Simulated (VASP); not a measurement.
Li, 2 atoms in the cell. It takes space group P6_3/mmc (No. 194, hexagonal). Conventional cell: a = 3.090 Å, b = 3.090 Å, c = 5.074 Å, α = 90.00°, β = 90.00°, γ = 120.00°. Li (site symmetry -6m2) is surrounded by 12 Li at 3.09 to 3.10 Å. The cell was built by a generator and needn't be a form met in nature.

- Program: VASP 6.6.1
- Task: relaxation of shape and atoms at fixed volume
- Functional: r2SCAN
- Potentials or basis: VASP PAW PBE potentials, release 64 (Li_sv)
- Cutoff: 600 eV
- k mesh: 16 × 16 × 8
- Occupations: gaussian, width 0.05 eV
- Spin: no spin polarisation
- Dipole correction: no
- Further INCAR settings: ALGO = Normal; EDIFF = 1e-06; IBRION = 2; EDIFFG = -0.01; NSW = 60; ISIF = 4

Potentials or basis: VASP PAW PBE potentials, release 64 (Li_sv).

Command:

```console
$ cat potpaw_PBE.64/Li_sv/POTCAR > POTCAR
$ mpirun -np 1 vasp_std > vasp.out
```

Hardware: 1 thread of AMD EPYC 7R13 Processor (Zen 3), with other jobs on the host.

**Question.** Estimate the wall time of this run.

**Answer.** Run time: 5.9 min on 1 thread of AMD EPYC 7R13 Processor (Zen 3) (shared host), peak memory 0.16 GiB. Counts: scf iterations 25, k points 150, ion steps 1.
